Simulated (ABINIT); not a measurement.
A run of ABINIT 10.8.3 (patched build):

Contents of run.abi:

```
# Datasets: ground state, then fixed potential
ndtset 2

# Pseudopotentials
pp_dirpath "./"
pseudos "Se.upf, Zn.upf"

# Structure
acell 3*1.0
rprim
     0.0000000000     5.3551058920     5.3551058920
     5.3551058920     0.0000000000     5.3551058920
     5.3551058920     5.3551058920     0.0000000000
ntypat 2
znucl 34 30
natom 2
typat 1 2
xred
     0.7500000000     0.7500000000     0.7500000000
     0.0000000000     0.0000000000     0.0000000000

# Plane-wave basis
ecut 1414.992085 eV

# Exchange and correlation
ixc -497498
usekden 1
nc_xccc_gspace 1
boxcutmin 3.0

# Bands and occupations
occopt 3
tsmear 0.05 eV

# SCF cycle
nstep 100

# Output
iomode 3
prtwf 0
prteig 0
prtebands 0
prtden1 1
prtkden1 1

# Dataset 1
kptopt1 1
ngkpt1 6 6 6
nshiftk1 1
shiftk1 0.0 0.0 0.0
nband1 22
tolvrs1 1.0e-9

# Dataset 2: bands along G-X-W-K-G-L-U-W-L-K
iscf2 -2
getden2 1
getkden2 1
nband2 28
nbdbuf2 4
tolwfr2 1.0e-11
kptopt2 -9
ndivsm2 5
prteig2 1
prtvol2 -3
kptbounds2
     0.0000000000     0.0000000000     0.0000000000
     0.5000000000     0.0000000000     0.5000000000
     0.5000000000     0.2500000000     0.7500000000
     0.3750000000     0.3750000000     0.7500000000
     0.0000000000     0.0000000000     0.0000000000
     0.5000000000     0.5000000000     0.5000000000
     0.6250000000     0.2500000000     0.6250000000
     0.5000000000     0.2500000000     0.7500000000
     0.5000000000     0.5000000000     0.5000000000
     0.3750000000     0.3750000000     0.7500000000
```

Potentials or basis: PseudoDojo NC SR PBE v0.4.1 standard.

Run with:

```console
$ mpirun --bind-to none -np 4 abinit run.abi > log 2>&1
```

Hardware: 4 MPI ranks on Arm Neoverse V2, with other jobs on the host.

Q: How long does it take, and how much memory?

A: It took 11 min on 4 MPI ranks on Arm Neoverse V2, with other jobs on the host, peak memory 1 GiB a rank. Counts: scf iterations 14, mpi ranks 4, k points 16, bands 22, plane waves 5510.
